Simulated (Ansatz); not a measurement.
# Be: the cost of one run

Method: DFT PBE, scalar-relativistic, plane waves, PAW, in Ansatz 0.2.0.

## 1. The structure to begin with

Symmetry: Pm-3m, No. 221, cubic system. The conventional cell has a = 2.026 Å, b = 2.026 Å, c = 2.026 Å, α = 90.00°, β = 90.00°, γ = 90.00°. Be (site symmetry m-3m) has 6 Be at 2.03 Å as nearest neighbours.

Structure file:

```cif
data_structure
_symmetry_space_group_name_H-M 'Pm-3m'
_symmetry_Int_Tables_number 221
_cell_length_a 2.0256
_cell_length_b 2.0256
_cell_length_c 2.0256
_cell_angle_alpha 90.000
_cell_angle_beta 90.000
_cell_angle_gamma 90.000
_cell_volume 8.31
loop_
_atom_site_label
_atom_site_type_symbol
_atom_site_symmetry_multiplicity
_atom_site_Wyckoff_symbol
_atom_site_fract_x
_atom_site_fract_y
_atom_site_fract_z
_atom_site_occupancy
Be1 Be 1 a 0.00000 0.00000 0.00000 1
```

This is candidate A: simple cubic type (Pm-3m, No. 221).

(A quick probe on a coarse mesh, which set the mesh and smearing, is not shown.)

## 3. Rough relaxation on the coarse mesh (candidate A)

The input, input.yaml:

```yaml
crystal:
  lattice:
    - [2.0256478605, 0.0, 0.0]
    - [0.0, 2.0256478605, 0.0]
    - [0.0, 0.0, 2.0256478605]
  atoms:
    - { symbol: Be, position: [0.0, 0.0, 0.0] }
basis:
  ecutwfc: 420
kpoints:
  mp_grid: { grid: [8, 8, 8] }
hamiltonian:
  xc: pbe
scf:
  occupations: { method: gaussian, width: 0.1 }
  lower_state_search: "off"
output:
  forces: true
  stress: true
  eigenvalues: true
relax:
  adjacent_minimum: "off"
  f_tol: 0.04
  max_steps: 70
  cell: { stress_tol: 0.4 }
```

Q: Estimate wall time and peak memory on 1 thread of an Arm CPU, shared host.

About 1.9 s, with a peak of 0.24 GiB.
